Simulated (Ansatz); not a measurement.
# Ta: computed properties

Theory: DFT PBEsol, scalar-relativistic, plane waves, PAW (Ansatz).

Settings: cutoff 420 eV, Γ-centred mesh 18×18×18 on the computed 1-atom cell, Gaussian smearing of 0.10 eV; no spin polarisation.

The structure is relaxed at this level of theory with its symmetry kept. This fcc form isn't the element's structure at ambient conditions.

The structure is cubic, space group Fm-3m (No. 225). The conventional cell has a = 4.176 Å, b = 4.176 Å, c = 4.176 Å, α = 90.00°, β = 90.00°, γ = 90.00°. Around Ta (site symmetry m-3m) lie 12 Ta at 2.95 Å.

| Quantity | Value |
| --- | --- |
| Volume per atom | 18.20 Å³ |
| Formation energy from the elements' standard states (uncorrected) | +0.267 eV/atom |
| Kohn–Sham band gap | none (metal) |
| Density of states at the Fermi level | 1.18 states/eV per cell |
| Löwdin character within 0.5 eV of the Fermi level | Ta 5d 85 %, Ta 6s 8 %, unprojected 6 % |
| Bulk modulus | 200 GPa |
| Its pressure derivative | 3.7 |
| Bader charges (e) | Ta (1 in the cell) 0.00 |

Spin-orbit coupling is left out, which matters for the bands of heavy elements.